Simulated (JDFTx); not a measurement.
# InPd (Pm-3m) in JDFTx: notebook

Runs on InPd. Level: PBE. Tasks: single point.

All numbers are computed with JDFTx 1.7.0 (patched build); they aren't measurements. Logs are shortened: lines on timing, memory, paths and dates and some standing lists are left out, and cuts for length are marked. The log counts tension as positive stress, the text compression.

**1. The structure**

The structure is cubic, space group Pm-3m (No. 221). The conventional cell has a = 3.272 Å, b = 3.272 Å, c = 3.272 Å, α = 90.00°, β = 90.00°, γ = 90.00°. In (site symmetry m-3m) is surrounded by 8 Pd at 2.83 Å. Pd (site symmetry m-3m) has 8 In at 2.83 Å as nearest neighbours.

The cell comes from a database or a generator and needn't be the stable form of this composition.

**2. Single point, PBE**

Input file InPd.in:

```
lattice \
    6.1829661455     0.0000000000     0.0000000000 \
    0.0000000000     6.1829661455     0.0000000000 \
    0.0000000000     0.0000000000     6.1829661455
coords-type Lattice
ion In     0.0000000000     0.0000000000     0.0000000000 1
ion Pd     0.5000000000     0.5000000000     0.5000000000 1

ion-species pseudo/In.upf
ion-species pseudo/Pd.upf
elec-cutoff 41 328
elec-ex-corr gga-PBE
kpoint-folding 8 8 8
elec-smearing Fermi 0.0018374661
elec-n-bands 22
electronic-SCF nIterations 100 energyDiffThreshold 1e-09
electronic-minimize nIterations 30 energyDiffThreshold 1e-7
converge-empty-states yes
forces-output-coords Cartesian

dump-name run.$VAR
dump End Ecomponents EigStats BandEigs Kpoints Forces Stress ElecDensity
```

Potentials or basis: PseudoDojo-SR-PBE-0.4.1-standard with smoothed tails.

Started as:

```console
$ jdftx -c 1 -i InPd.in -o InPd.out
```

The program printed:

```text
*************** JDFTx 1.7.0 (patched build) ***************

Input parsed successfully to the following command list (including defaults):
[... the input with its defaults ...]

---------- Setting up symmetries ----------

Found 48 point-group symmetries of the bravais lattice
Found 48 space-group symmetries with basis
Applied RMS atom displacement 0 bohrs to make symmetries exact.

---------- Initializing the Grid ----------
R =
[      6.18297            0            0  ]
[            0      6.18297            0  ]
[            0            0      6.18297  ]
unit cell volume = 236.369
G =
[    1.01621          0          0  ]
[          0    1.01621          0  ]
[          0          0    1.01621  ]
Minimum fftbox size, Smin = [  52  52  52  ]
Chosen fftbox size, S = [  54  54  54  ]

---------- Initializing tighter grid for wavefunction operations ----------
R =
[      6.18297            0            0  ]
[            0      6.18297            0  ]
[            0            0      6.18297  ]
unit cell volume = 236.369
G =
[    1.01621          0          0  ]
[          0    1.01621          0  ]
[          0          0    1.01621  ]
Minimum fftbox size, Smin = [  36  36  36  ]
Chosen fftbox size, S = [  36  36  36  ]

---------- Exchange Correlation functional ----------
Initalized PBE GGA exchange.
Initalized PBE GGA correlation.

---------- Setting up pseudopotentials ----------
Width of ionic core gaussian charges (only for fluid interactions / plotting) set to 0

Reading pseudopotential file 'pseudo/In.upf':
  'In' pseudopotential, 'PBE' functional
  Generated using ONCVPSP code by D. R. Hamann
  13 valence electrons, 3 orbitals, 6 projectors, 1001 radial grid points, with lMax = 2
    4D    l: 2   occupation: 10.0   eigenvalue: -0.684392
    5S    l: 0   occupation:  2.0   eigenvalue: -0.301765
    5P    l: 1   occupation:  1.0   eigenvalue: -0.092561
  Core radius for overlap checks: 2.17 bohrs.

Reading pseudopotential file 'pseudo/Pd.upf':
  'Pd' pseudopotential, 'PBE' functional
  Generated using ONCVPSP code by D. R. Hamann
  18 valence electrons, 3 orbitals, 6 projectors, 1001 radial grid points, with lMax = 2
    4S    l: 0   occupation:  2.0   eigenvalue: -3.135885
    4P    l: 1   occupation:  6.0   eigenvalue: -1.881528
    4D    l: 2   occupation: 10.0   eigenvalue: -0.148752
  Core radius for overlap checks: 1.48 bohrs.

Initialized 2 species with 2 total atoms.

Folded 1 k-points by 8x8x8 to 512 k-points.

---------- Setting up k-points, bands, fillings ----------
Reduced to 35 k-points under symmetry.
Computing the number of bands and number of electrons
Calculating initial fillings.
nElectrons:  31.000000   nBands: 22   nStates: 35

----- Setting up reduced wavefunction bases (one per k-point) -----
average nbasis = 2965.006 , ideal nbasis = 2963.878

---------- Setting up ewald sum ----------
Optimum gaussian width for ewald sums = 2.197532 bohr.
Real space sum over 1331 unit cells with max indices [  5  5  5  ]
Reciprocal space sum over 2197 terms with max indices [  6  6  6  ]

---------- Allocating electronic variables ----------
Initializing wave functions:  linear combination of atomic orbitals
Note: number of bands (22) exceeds available atomic orbitals (18)
In pseudo-atom occupations:   s ( 2 )  p ( 1 )  d ( 10 )
Pd pseudo-atom occupations:   s ( 2 )  p ( 6 )  d ( 10 )
	FillingsUpdate:  mu: +0.601269989  nElectrons: 31.000000
LCAOMinimize: Iter:   0  F: -184.9180298981690385  |grad|_K:  6.392e-03  alpha:  1.000e+00
	FillingsUpdate:  mu: +0.663209014  nElectrons: 31.000000
LCAOMinimize: Iter:   1  F: -184.9986018296611405  |grad|_K:  2.075e-03  alpha:  4.464e-01  linmin:  2.109e-01  cgtest: -1.257e+00
LCAOMinimize: 	Bad step direction: g.d > 0.
[... 11 lines of inner loops ...]
LCAOMinimize: Iter:   6  F: -185.0129007174911919  |grad|_K:  2.877e-07  alpha:  8.296e-01  linmin: -5.429e-04  cgtest:  8.902e-02
	FillingsUpdate:  mu: +0.630319111  nElectrons: 31.000000
LCAOMinimize: Iter:   7  F: -185.0129007178433653  |grad|_K:  1.395e-07  alpha:  5.053e-01  linmin: -3.986e-04  cgtest:  1.595e-03
LCAOMinimize: Converged (|Delta F|<1.000000e-06 for 2 iters).

-------- Electronic minimization -----------
Will mix electronic density at each iteration.
	FillingsUpdate:  mu: +0.630319111  nElectrons: 31.000000
	FillingsUpdate:  mu: +0.619701703  nElectrons: 31.000000
SCF: Cycle:  0   F: -185.052719179040679   dF: -3.982e-02   |Residual|: 4.082e-02   |deigs|: 2.712e-01
	FillingsUpdate:  mu: +0.622617759  nElectrons: 31.000000
SCF: Cycle:  1   F: -185.053904511032385   dF: -1.185e-03   |Residual|: 1.922e-02   |deigs|: 9.762e-03
	FillingsUpdate:  mu: +0.620616971  nElectrons: 31.000000
SCF: Cycle:  2   F: -185.054060868840480   dF: -1.564e-04   |Residual|: 9.712e-03   |deigs|: 2.683e-03
	FillingsUpdate:  mu: +0.620648268  nElectrons: 31.000000
SCF: Cycle:  3   F: -185.054093457929156   dF: -3.259e-05   |Residual|: 1.745e-03   |deigs|: 9.978e-04
	FillingsUpdate:  mu: +0.620621161  nElectrons: 31.000000
SCF: Cycle:  4   F: -185.054095242593093   dF: -1.785e-06   |Residual|: 5.684e-04   |deigs|: 1.370e-04
	FillingsUpdate:  mu: +0.620598543  nElectrons: 31.000000
SCF: Cycle:  5   F: -185.054095888088028   dF: -6.455e-07   |Residual|: 1.039e-04   |deigs|: 6.915e-05
	FillingsUpdate:  mu: +0.620596119  nElectrons: 31.000000
SCF: Cycle:  6   F: -185.054096158294982   dF: -2.702e-07   |Residual|: 7.608e-05   |deigs|: 3.067e-05
	FillingsUpdate:  mu: +0.620596592  nElectrons: 31.000000
SCF: Cycle:  7   F: -185.054096267908307   dF: -1.096e-07   |Residual|: 1.573e-05   |deigs|: 4.729e-05
	FillingsUpdate:  mu: +0.620595353  nElectrons: 31.000000
SCF: Cycle:  8   F: -185.054096313756617   dF: -4.585e-08   |Residual|: 2.133e-05   |deigs|: 2.023e-05
	FillingsUpdate:  mu: +0.620595782  nElectrons: 31.000000
SCF: Cycle:  9   F: -185.054096337732375   dF: -2.398e-08   |Residual|: 3.894e-06   |deigs|: 1.606e-05
	FillingsUpdate:  mu: +0.620595617  nElectrons: 31.000000
SCF: Cycle: 10   F: -185.054096344959362   dF: -7.227e-09   |Residual|: 2.694e-06   |deigs|: 1.016e-05
	FillingsUpdate:  mu: +0.620595497  nElectrons: 31.000000
SCF: Cycle: 11   F: -185.054096349796140   dF: -4.837e-09   |Residual|: 9.249e-07   |deigs|: 1.143e-05
	FillingsUpdate:  mu: +0.620595489  nElectrons: 31.000000
SCF: Cycle: 12   F: -185.054096351153930   dF: -1.358e-09   |Residual|: 6.075e-07   |deigs|: 8.627e-06
	FillingsUpdate:  mu: +0.620595466  nElectrons: 31.000000
SCF: Cycle: 13   F: -185.054096352037675   dF: -8.837e-10   |Residual|: 4.224e-07   |deigs|: 9.008e-06
	FillingsUpdate:  mu: +0.620595452  nElectrons: 31.000000
SCF: Cycle: 14   F: -185.054096352291708   dF: -2.540e-10   |Residual|: 2.033e-07   |deigs|: 7.020e-06
SCF: Converged (|Delta E|<1.000000e-09 for 2 iters).

Setting wave functions to eigenvectors of Hamiltonian
Converging empty states (this may take a while): |deigs|: 9.016e-05

# Stress tensor in Cartesian coordinates [Eh/a0^3]:
[ -0.000123803            0            0  ]
[            0 -0.000123803            0  ]
[            0            0 -0.000123803  ]

# Ionic positions in lattice coordinates:
ion In   0.000000000000000   0.000000000000000   0.000000000000000 1
ion Pd   0.500000000000000   0.500000000000000   0.500000000000000 1

# Forces in Cartesian coordinates:
force In   0.000000000000000   0.000000000000000   0.000000000000000 1
force Pd  -0.000000000000000   0.000000000000000  -0.000000000000000 1

# Energy components:
   Eewald =     -143.4662304150151613
       EH =       41.3416016388665852
     Eloc =     -132.5767602931217084
      Enl =      -13.6401849492406217
      Exc =      -41.3019915841871850
 Exc_core =       16.9222111858104078
       KE =       87.6676313460881573
-------------------------------------
     Etot =     -185.0537230707994922
       TS =        0.0003732814922202
-------------------------------------
        F =     -185.0540963522917082

IonicMinimize: Iter:   0  F: -185.054096352291708  |grad|_K:  3.196e-42
IonicMinimize: Converged (|grad|_K<1.000000e-04).

#--- Lowdin population analysis ---
# oxidation-state In -0.491
# oxidation-state Pd +0.574

Dumping 'run.eigStats' ...
	eMin: -2.482696 at state 0 ( [ +0.000000 +0.000000 +0.000000 ] spin 0 )
	HOMO: +0.619861 at state 22 ( [ +0.125000 +0.375000 +0.375000 ] spin 0 )
	mu  : +0.620595
	LUMO: +0.620745 at state 34 ( [ +0.500000 +0.500000 +0.500000 ] spin 0 )
	eMax: +1.226577 at state 0 ( [ +0.000000 +0.000000 +0.000000 ] spin 0 )
	HOMO-LUMO gap: +0.000884
	Optical gap  : +0.057797 at state 34 ( [ +0.500000 +0.500000 +0.500000 ] spin 0 )
Done!
```

It took 57 s on 1 thread of Intel Xeon 6975P-C (Granite Rapids), shared host; peak memory 0.14 GiB.

What came out:

```yaml
Free_energy: -5035.5785 eV
Pressure: 3.6 GPa
Band_gap_on_the_k_mesh: none (metal or under the smearing width)
Loewdin_charges: In -0.49; Pd +0.57 e
```

Caveat: this set's palladium file may shift the pressure by some GPa.

[end of part 1 of 2]
